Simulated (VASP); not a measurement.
# C (P6_3/mmc) in VASP: settings compared

One crystal, C, is run at these levels: rev-vdW-DF2, PBE; tasks: relaxation of cell and atoms.

Program: VASP 6.6.1. These are calculated values, not measurements. Logs are shortened: lines on timing, memory, paths and dates and some standing lists are left out, and cuts for length are marked.

## (1) The crystal as given

Symmetry: P6_3/mmc, No. 194, hexagonal system. Conventional cell: a = 2.464 Å, b = 2.464 Å, c = 6.551 Å, α = 90.00°, β = 90.00°, γ = 120.00°. C (site symmetry -6m2) has 3 C at 1.42 Å as nearest neighbours. Around C (site symmetry -6m2) lie 3 C at 1.42 Å.

## (2) Relaxation of cell and atoms, rev-vdW-DF2

Contents of INCAR:

```
PREC = Accurate
ENCUT = 600
EDIFF = 1E-7
ISMEAR = 0
SIGMA = 0.03
LREAL = F
LASPH = T
NELM = 80
ALGO = Normal
ISIF = 3
LWAVE = F
LCHARG = F
GGA = MK
LUSE_VDW = T
AGGAC = 0.0
PARAM1 = 0.1234
PARAM2 = 0.711357
ZAB_VDW = -1.8867
IBRION = 2
NSW = 90
EDIFFG = -0.005
```

Contents of KPOINTS:

```
regular mesh
0
Gamma
  12 12 4
```

Contents of POSCAR:

```
C                                       
1.0
    2.4641438873      0.0000000000      0.0000000000
   -1.2320719437      2.1340112050     -0.0000000000
    0.0000000000      0.0000000000      6.5506603303
  C             
     4
Direct
     0.0000000000000000    0.0000000000000000    0.2500000000000000
     0.0000000000000000    0.0000000000000000    0.7500000000000000
     0.3333333300000021    0.6666666699999979    0.2500000000000000
     0.6666666699999979    0.3333333300000021    0.7500000000000000
```

Potentials or basis: VASP PAW PBE potentials, release 64 (C).

Run with:

```sh
$ cat potpaw_PBE.64/C/POTCAR > POTCAR
$ mpirun -np 1 vasp_std > vasp.out
```

OUTCAR:

```text
PREC = Accurate
   ENCUT = 600
   EDIFF = 1E-7
   ISMEAR = 0
   LREAL = F
   LASPH = T
   NELM = 80
   ISIF = 3
   GGA = MK
   IBRION = 2
   NSW = 90
   EDIFFG = -0.005

 ion  position               nearest neighbor table
   1  0.000  0.000  0.250-   3 1.42   3 1.42   3 1.42
   2  0.000  0.000  0.750-   4 1.42   4 1.42   4 1.42
   3  0.333  0.667  0.250-   1 1.42   1 1.42   1 1.42
   4  0.667  0.333  0.750-   2 1.42   2 1.42   2 1.42

  LATTYP: Found a hexagonal cell.
 ALAT       =     2.4641438873
 C/A-ratio  =     2.6583919730

  Lattice vectors:

 A1 = (   2.4641438873,   0.0000000000,   0.0000000000)
 A2 = (  -1.2320719437,   2.1340112050,   0.0000000000)
 A3 = (   0.0000000000,   0.0000000000,   6.5506603303)

Analysis of symmetry for initial positions (statically):
=====================================================================
 Subroutine PRICEL returns:
 Original cell was already a primitive cell.

 Routine SETGRP: Setting up the symmetry group for a
 hexagonal supercell.

 Subroutine GETGRP returns: Found 24 space group operations
 (whereof 12 operations were pure point group operations)
 out of a pool of 24 trial point group operations.

The static configuration has the point symmetry D_3d.
 The point group associated with its full space group is D_6h.

Analysis of symmetry for dynamics (positions and initial velocities):
=====================================================================
 Subroutine PRICEL returns:
 Original cell was already a primitive cell.

 Routine SETGRP: Setting up the symmetry group for a
 hexagonal supercell.

 Subroutine GETGRP returns: Found 24 space group operations
 (whereof 12 operations were pure point group operations)
 out of a pool of 24 trial point group operations.

The dynamic configuration has the point symmetry D_3d.
 The point group associated with its full space group is D_6h.

 Subroutine INISYM returns: Found 24 space group operations
 (whereof 12 operations are pure point group operations),
 and found     1 'primitive' translations

----------------------------------------------------------------------------------------

                                     Primitive cell

  volume of cell :      34.4467

  direct lattice vectors                    reciprocal lattice vectors
     2.464143887  0.000000000  0.000000000     0.405820458  0.234300550  0.000000000
    -1.232071944  2.134011205  0.000000000     0.000000000  0.468601101  0.000000000
     0.000000000  0.000000000  6.550660330     0.000000000  0.000000000  0.152656366

  length of vectors
     2.464143887  2.464143887  6.550660330     0.468601101  0.468601101  0.152656366

  position of ions in fractional coordinates (direct lattice)
     0.000000000  0.000000000  0.250000000
     0.000000000  0.000000000  0.750000000
     0.333333330  0.666666670  0.250000000
     0.666666670  0.333333330  0.750000000

  ion indices of the primitive-cell ions
   primitive index   ion index
                 1           1
                 2           2
                 3           3
                 4           4

----------------------------------------------------------------------------------------

 KPOINTS: regular mesh

Automatic generation of k-mesh.
 Grid dimensions read from file:
 generate k-points for:   12   12    4

 Generating k-lattice:

  Cartesian coordinates                     Fractional coordinates (reciprocal lattice)
     0.033818371  0.019525046  0.000000000     0.083333333  0.000000000  0.000000000
     0.000000000  0.039050092  0.000000000     0.000000000  0.083333333  0.000000000
     0.000000000  0.000000000  0.038164091     0.000000000  0.000000000  0.250000000

  Length of vectors
     0.039050092  0.039050092  0.038164091

  Shift w.r.t. Gamma in fractional coordinates (k-lattice)
     0.000000000  0.000000000  0.000000000

 Subroutine IBZKPT returns following result:
 ===========================================

 Found     57 irreducible k-points:

 Following reciprocal coordinates:
            Coordinates               Weight
  0.000000  0.000000  0.000000      1.000000
  0.083333 -0.000000  0.000000      6.000000
  0.166667  0.000000  0.000000      6.000000
  0.250000  0.000000  0.000000      6.000000
  0.333333  0.000000  0.000000      6.000000
  0.416667  0.000000  0.000000      6.000000
[... 16 lines left out ...]
  0.250000  0.000000  0.250000     12.000000
  0.333333  0.000000  0.250000     12.000000
 [... further k-points ...]
   k-points           NKPTS =     57   k-points in BZ     NKDIM =     57   number of bands    NBANDS=     12
   number of dos      NEDOS =    301   number of ions     NIONS =      4
   total plane-waves  NPLWV =  21600
   dimension x,y,z NGX =    20 NGY =   20 NGZ =   54
   dimension x,y,z NGXF=    40 NGYF=   40 NGZF=  108
   ions per type =               4
   NGX,Y,Z   is equivalent  to a cutoff of  13.49, 13.49, 13.70 a.u.
   NGXF,Y,Z  is equivalent  to a cutoff of  26.99, 26.99, 27.41 a.u.
 SYSTEM =  unknown system
   PREC   = accura    normal or accurate (medium, high low for compatibility)
   ISTART =      0    job   : 0-new  1-cont  2-samecut
   ICHARG =      2    charge: 1-file 2-atom 10-const
   ISPIN  =      1    spin polarized calculation?
   LNONCOLLINEAR =      F non collinear calculations
   LSORBIT =      F    spin-orbit coupling
   LASPH  =      T    aspherical Exc in radial PAW
   ENCUT  =  600.0 eV  44.10 Ry    6.64 a.u.   4.92  4.92 13.08*2*pi/ulx,y,z
   NELM   =     80;   NELMIN=  2; NELMDL= -5     # of ELM steps
   EDIFF  = 0.1E-06   stopping-criterion for ELM
   LREAL  =      F    real-space projection
   EDIFFG = -.5E-02   stopping-criterion for IOM
   NSW    =     90    number of steps for IOM
   IBRION =      2    ionic relax: 0-MD 1-quasi-New 2-CG
   NFREE  =      1    steps in history (QN), initial steepest desc. (CG)
   ISIF   =      3    stress and relaxation
   ISYM   =      2    0-nonsym 1-usesym 2-fastsym
   POTIM  = 0.5000    time-step for ionic-motion
   TEBEG  =    0.0;   TEEND  =   0.0 temperature during run
   PSTRESS=    0.0 pullay stress
   NELECT =      16.0000    total number of electrons
   NUPDOWN=      -1.0000    fix difference up-down
   EMIN   =  10.00;   EMAX   =-10.00  energy-range for DOS
   EFERMI =   0.00;   METHOD = LEGACY
   ISMEAR =     0;   SIGMA  =   0.03  broadening in eV -4-tet -1-fermi 0-gaus
   EFERMI_NEDOS =   21; number of points for ismear=-14 and -15
   IALGO  =     38    algorithm
   IMIX   =      4    mixing-type and parameters
     AMIX     =   0.40;   BMIX     =  1.00
     AMIX_MAG =   1.60;   BMIX_MAG =  1.00
  volume/ion in A,a.u.               =       8.61        58.11
  Fermi-wavevector in a.u.,A,eV,Ry     =   1.267843  2.395876 21.870364  1.607426
  Thomas-Fermi vector in A             =   2.400970
   LORBIT       =      0    0 simple, 1 ext, 2 COOP (PROOUT), +10 PAW based schemes
   GGA     = MK    functional components
   LHFCALC =     F    Hartree Fock is set to
   AEXX    =    0.0000 exact exchange contribution
   IVDW_NL    =     1    kernel type
   BPARAM     = 6.3000
   IVDW    =     0    specifies the selected vdW correction
   LEPSILON=     F    determine dielectric tensor
   LRPA    =     F    only Hartree local field effects (RPA)
 conjugate gradient relaxation of ions
 non-spin polarized calculation
 Gauss-broadening in eV      SIGMA  =   0.03
  energy-cutoff  :      600.00
  volume of cell :       34.45
 maximum number of plane-waves:      1179
 NGX is ok and might be reduce to    20
   NGX =  9   NGY =  9   NGZ = 27

--------------------------------------- Ionic step        1  -------------------------------------------

 number of electron      16.0000000 magnetization

 Free energy of the ion-electron system (eV)
  ---------------------------------------------------
  ext. energy  EPLUGINS =         0.00000000
  ---------------------------------------------------
  free energy    TOTEN  =       -33.15998616 eV

  energy without entropy =      -33.15950683  energy(sigma->0) =      -33.15974650

------------------------ aborting loop because EDIFF is reached ----------------------------------------

  FORCE on cell =-STRESS in cart. coord.  units (eV):
  Direction    XX          YY          ZZ          XY          YZ          ZX
  --------------------------------------------------------------------------------------
  -------------------------------------------------------------------------------------
  Total        0.0553771      0.0553771      0.0294106     -0.0000000      0.0000000      0.0000000
  in kB        2.5756840      2.5756840      1.3679403     -0.0000000      0.0000000      0.0000000
  external PRESSURE =       2.1731028 kB  Pullay stress =       0.0000000 kB
[... 185 lines left out ...]
Total vdW correction in eV:      2.0947431

--------------------------------------- Ionic step        6  -------------------------------------------

 number of electron      16.0000001 magnetization

 Free energy of the ion-electron system (eV)
  ---------------------------------------------------
  ext. energy  EPLUGINS =         0.00000000
  ---------------------------------------------------
  free energy    TOTEN  =       -33.16002890 eV

  energy without entropy =      -33.15954715  energy(sigma->0) =      -33.15978802

 E-fermi :   4.7718     XC(G=0): -10.6821

 val. band max:        4.7714039639   @ k =   0.3333   0.3333   0.5000
 cond. band min:       4.7718802376   @ k =   0.3333   0.3333   0.2500
 fundamental gap:      0.0004762737
 Fermi energy:         4.7717945754

 k-point     1 :       0.0000    0.0000    0.0000
  band No.  band energies     occupation
      1     -14.8184      2.00000
      2     -14.4492      2.00000
      3      -3.8798      2.00000
      4      -1.6025      2.00000
      5       1.7257      2.00000
      6       1.7257      2.00000
      7       1.7493      2.00000
      8       1.7493      2.00000
      9       8.9745      0.00000
     10      13.1323      0.00000
     11      13.1326      0.00000
     12      13.1973      0.00000
[... 331 lines left out ...]
 k-point    24 :       0.3333    0.0000    0.2500
  band No.  band energies     occupation
      1     -12.1688      2.00000
      2     -11.9480      2.00000
      3      -4.8492      2.00000
      4      -4.7320      2.00000
      5      -1.0086      2.00000
      6      -0.9621      2.00000
      7      -0.5055      2.00000
      8       0.8679      2.00000
      9       9.3248      0.00000
     10      10.0776      0.00000
     11      12.4124      0.00000
     12      12.6003      0.00000

 [... further k-points ...]

------------------------ aborting loop because EDIFF is reached ----------------------------------------

  FORCE on cell =-STRESS in cart. coord.  units (eV):
  Direction    XX          YY          ZZ          XY          YZ          ZX
  --------------------------------------------------------------------------------------
  -------------------------------------------------------------------------------------
  Total       -0.0029331     -0.0029331      0.0156353      0.0000000     -0.0000000      0.0000000
  in kB       -0.1361625     -0.1361625      0.7258332      0.0000000     -0.0000000      0.0000000
  external PRESSURE =       0.1511694 kB  Pullay stress =       0.0000000 kB
[... 19 lines left out ...]
  FREE ENERGIE OF THE ION-ELECTRON SYSTEM (eV)
  ---------------------------------------------------
  free  energy   TOTEN  =       -33.1600288962 eV

  energy  without entropy=      -33.1595471511  energy(sigma->0) =      -33.15978802

Total vdW correction in eV:      2.0961145

 reached required accuracy - stopping structural energy minimisation
```

Wall time 84 s (1 thread of Intel Xeon 6975P-C (Granite Rapids), shared host); peak memory 0.32 GiB.

What came out:

- Free energy: -33.1600 eV
- Relaxed volume: 8.63 Å³/atom
- Relaxed cell: a = 2.465 Å, b = 2.465 Å, c = 6.560 Å, α = 90.00°, β = 90.00°, γ = 120.00°
- Space group after relaxing (to 0.05 Å): P6_3/mmc (No. 194)
- Energy gained by relaxing: 0.0 meV/atom
- Ionic steps: 6
- Pressure after relaxing: 0.0 GPa
- Band gap on the k mesh: none (metal or under the smearing width)

Final structure:
```cif
data_structure
_symmetry_space_group_name_H-M 'P 1'
_symmetry_Int_Tables_number 1
_cell_length_a 2.4647
_cell_length_b 2.4647
_cell_length_c 6.5603
_cell_angle_alpha 90.000
_cell_angle_beta 90.000
_cell_angle_gamma 120.000
_cell_volume 34.51
loop_
_atom_site_label
_atom_site_type_symbol
_atom_site_fract_x
_atom_site_fract_y
_atom_site_fract_z
_atom_site_occupancy
C1 C 0.00000 0.00000 0.25000 1
C2 C 0.00000 0.00000 0.75000 1
C3 C 0.33333 0.66667 0.25000 1
C4 C 0.66667 0.33333 0.75000 1
```

Levels at points of the mesh, in eV from the Fermi level:
| k point | band 4 | band 5 | band 6 | band 7 | band 8 | band 9 | band 10 | band 11 | band 12 |
| --- | --- | --- | --- | --- | --- | --- | --- | --- | --- |
| (0.00, 0.00, 0.00) | -6.37 | -3.05 | -3.05 | -3.02 | -3.02 | 4.20 | 8.36 | 8.36 | 8.43 |
| (0.50, 0.00, 0.00) | -13.09 | -6.42 | -6.35 | -2.83 | -2.04 | 1.51 | 2.27 | 7.26 | 7.74 |
| (0.00, 0.00, 0.50) | -7.63 | -3.03 | -3.03 | -3.03 | -3.03 | 7.06 | 7.06 | 8.39 | 8.39 |
| (0.50, 0.00, 0.50) | -13.16 | -6.39 | -6.39 | -2.35 | -2.35 | 1.63 | 1.63 | 7.49 | 7.49 |

Caveat: the PAW data sets were made with another functional, which shifts forces and pressure a little.

## (3) Relaxation of cell and atoms, PBE

This run uses another cell than the first one, of 10.28 Å³/atom, 1.194 times its volume.

Contents of INCAR:

```
  ALGO = Normal
  EDIFF = 1E-6
  EDIFFG = -0.01
  ENCUT = 600
  GGA = PE
  IBRION = 2
  ISIF = 3
  ISMEAR = 0
  LASPH = T
  LCHARG = F
  LREAL = F
  LWAVE = F
  NELM = 80
  NSW = 90
  PREC = Accurate
  SIGMA = 0.03
```

Contents of KPOINTS:

```
k-points
0
Gamma
  12 12 4
```

Contents of POSCAR:

```
C
1.0
    2.4672912616      0.0000000000      0.0000000000
   -1.2336456308      2.1367369111      0.0000000000
    0.0000000000      0.0000000000      7.8030730000
C
4
Direct
    0.0000000000      0.0000000000      0.2500000000
    0.0000000000      0.0000000000      0.7500000000
    0.3333333300      0.6666666700      0.2500000000
    0.6666666700      0.3333333300      0.7500000000
```

Potentials or basis: VASP PAW PBE potentials, release 64 (C).

Run with:

```sh
$ cat potpaw_PBE.64/C/POTCAR > POTCAR
$ mpirun -np 1 vasp_std > vasp.out
```

Wall time 40 s (1 thread of Intel Xeon Platinum 8259CL at 2.50GHz (Skylake/Cascade Lake), shared host); peak memory 0.17 GiB.

Results (log left out):

```
Free energy                            : -36.9007 eV
Relaxed volume                         : 10.28 Å³/atom
Relaxed cell                           : a = 2.467 Å, b = 2.467 Å, c = 7.804 Å, α = 90.00°, β = 90.00°, γ = 120.00°
Space group after relaxing (to 0.05 Å) : P6_3/mmc (No. 194)
Energy gained by relaxing              : 0.0 meV/atom
Ionic steps                            : 3
Pressure after relaxing                : 0.1 GPa
Band gap on the k mesh                 : none (metal or under the smearing width)
```

Final structure:
```
C
1.0
     2.46679    0.00000    0.00000
    -1.23339    2.13630    0.00000
     0.00000    0.00000    7.80423
C
4
Direct
  0.00000 0.00000 0.25000
  0.00000 0.00000 0.75000
  0.33333 0.66667 0.25000
  0.66667 0.33333 0.75000
```

Levels at points of the mesh, in eV from the Fermi level:
```
           k point  band 4  band 5  band 6  band 7  band 8  band 9  band 10  band 11  band 12
(0.00, 0.00, 0.00)   -7.16   -3.04   -3.04   -3.04   -3.04    3.39     7.60     8.30     8.31
(0.50, 0.00, 0.00)  -13.21   -6.42   -6.41   -2.50   -2.23    1.54     1.88     7.31     7.42
(0.00, 0.00, 0.50)   -7.61   -3.04   -3.04   -3.04   -3.04    5.05     5.05     8.31     8.31
(0.50, 0.00, 0.50)  -13.23   -6.41   -6.41   -2.36   -2.36    1.67     1.67     7.36     7.36
```

Caveat: this functional lacks dispersion, which binds the layers, so the pressure and a relaxed spacing across them are unreliable.

## (4) Relaxation of cell and atoms, PBE

This run uses another cell than the first one, of 10.28 Å³/atom, 1.194 times its volume.

Changes to INCAR since step 3:

```diff
@@ -1,4 +1,4 @@
   ALGO = Normal
-  EDIFF = 1E-6
-  EDIFFG = -0.01
+  EDIFF = 1E-7
+  EDIFFG = -0.005
   ENCUT = 600
```

KPOINTS is that of step 3.

Contents of POSCAR:

```
C                                       
1.0
    2.4667893601      0.0000000000      0.0000000000
   -1.2333946800      2.1363022516      0.0000000000
    0.0000000000     -0.0000000000      7.8042261285
  C             
     4
Direct
     0.0000000000000000    0.0000000000000000    0.2500000000000000
     0.0000000000000000    0.0000000000000000    0.7500000000000000
     0.3333333300000021    0.6666666699999979    0.2500000000000000
     0.6666666699999979    0.3333333300000021    0.7500000000000000
```

Run with:

```sh
$ cat potpaw_PBE.64/C/POTCAR > POTCAR
$ mpirun -np 1 vasp_std > vasp.out
```

Run time: 80 s. Hardware: 1 thread of Intel Xeon Platinum 8259CL at 2.50GHz (Skylake/Cascade Lake), shared host; peak memory 0.17 GiB.

The run converged. Its results:

| Item | Value |
| --- | --- |
| Free energy | -36.9007 eV |
| Relaxed volume | 10.30 Å³/atom |
| Relaxed cell | a = 2.467 Å, b = 2.467 Å, c = 7.819 Å, α = 90.00°, β = 90.00°, γ = 120.00° |
| Space group after relaxing (to 0.05 Å) | P6_3/mmc (No. 194) |
| Energy gained by relaxing | 0.0 meV/atom |
| Ionic steps | 6 |
| Pressure after relaxing | 0.0 GPa |
| Band gap on the k mesh | none (metal or under the smearing width) |

Final structure:
```
C
1.0
     2.46701    0.00000    0.00000
    -1.23351    2.13649    0.00000
     0.00000    0.00000    7.81904
C
4
Direct
  0.00000 0.00000 0.25000
  0.00000 0.00000 0.75000
  0.33333 0.66667 0.25000
  0.66667 0.33333 0.75000
```

Levels at points of the mesh, in eV from the Fermi level:
```
           k point  band 6  band 7  band 8  band 9  band 10  band 11
(0.00, 0.00, 0.00)   -3.04   -3.04   -3.04    3.38     7.57     8.30
(0.50, 0.00, 0.00)   -6.41   -2.50   -2.23    1.54     1.88     7.30
(0.00, 0.00, 0.50)   -3.04   -3.04   -3.04    5.03     5.03     8.31
(0.50, 0.00, 0.50)   -6.41   -2.36   -2.36    1.67     1.67     7.36
```

Caveat: this functional lacks dispersion, which binds the layers, so the pressure and a relaxed spacing across them are unreliable.
